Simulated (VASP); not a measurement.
Wanted: the native input for a VASP 6.6.1 run.

```
Task                   : single point
Functional             : LDA
Potentials or basis    : VASP PAW LDA potentials, release 64 (Ag, Cl)
Cutoff                 : 520 eV
k mesh                 : 10 × 10 × 10
Occupations            : gaussian, width 0.03 eV
Spin                   : no spin polarisation
Dipole correction      : no
Further INCAR settings : ALGO = Normal; EDIFF = 1e-06; NBANDS = 16
```

The structure of AgCl lies in POSCAR:

```
AgCl
1.0
    3.4339730000      0.0000000000      0.0000000000
    0.0000000000      3.5541620550      0.0000000000
    0.0000000000      0.0000000000      3.4339730000
Ag Cl
1 1
Direct
    0.0000000000      0.0000000000      0.0000000000
    0.5000000000      0.5000000000      0.5000000000
```

Measurements of this composition are mostly on another form, of space group No. 225.

The cell isn't the ideal one: strain +0.0350 x Voigt [0, 1, 0, 0, 0, 0], atoms carried along.

One way to write it, as run:

INCAR

```
PREC = Accurate ; ENCUT = 520
EDIFF = 1E-6 ; ISMEAR = 0
SIGMA = 0.03 ; LREAL = F
LASPH = T ; NELM = 100
ALGO = Normal ; ISIF = 2
LWAVE = F ; LCHARG = F
GGA = CA ; NBANDS = 16
```

KPOINTS

```
regular mesh
0
Gamma
  10 10 10
```

Potentials or basis: VASP PAW LDA potentials, release 64 (Ag, Cl).

Command:

```bash
$ cat potpaw_LDA.64/Ag/POTCAR potpaw_LDA.64/Cl/POTCAR > POTCAR
$ mpirun -np 1 vasp_std > vasp.out
```

It gave:

* Pressure: -8.6 GPa
* Band gap on the k mesh: 0.26 eV, indirect (least direct gap 1.59 eV)

It took 33 s on 1 thread of Intel(R) Xeon(R) 6975P-C (Granite Rapids), on a shared host, peak memory 0.2 GiB.
